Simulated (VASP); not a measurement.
NaH:

```
Na H
1.0
     0.00000    2.44000    2.44000
     2.44000    0.00000    2.44000
     2.44000    2.44000    0.00000
Na H
1 1
Direct
  0.00000 0.00000 0.00000
  0.50000 0.50000 0.50000
```

* Program: VASP 6.6.1
* Task: single point
* Functional: PBE
* Potentials or basis: VASP PAW PBE potentials, release 64 (Na_pv, H)
* Cutoff: 520 eV
* k mesh: 9 × 9 × 9
* Occupations: fermi-dirac, width 0.05 eV
* Spin: no spin polarisation

On this cell: pressure -0.7 GPa; largest force zero by symmetry; band gap on the k mesh 4.01 eV, indirect (least direct gap 4.70 eV).

The same run follows on a disturbed copy (atoms moved at random, drawn with an rms of 0.05 Å):

```
CELL_PARAMETERS angstrom
0.00000 2.44000 2.44000
2.44000 0.00000 2.44000
2.44000 2.44000 0.00000
ATOMIC_POSITIONS crystal
Na 0.98740 0.00137 0.00601
H 0.50056 0.49842 0.50487
```

Problem. What changes?

Solution. The energy moves by +0.3 meV/atom; pressure -0.7 GPa; largest force 0.031 eV/Å; band gap on the k mesh 4.01 eV, indirect (least direct gap 4.70 eV).

Forces on the atoms (eV/Å):
```
Na  -0.008  0.023  0.019
H    0.008 -0.023 -0.019
```

Caveats: an odd mesh through Γ misses points on the zone boundary, where band edges often lie.
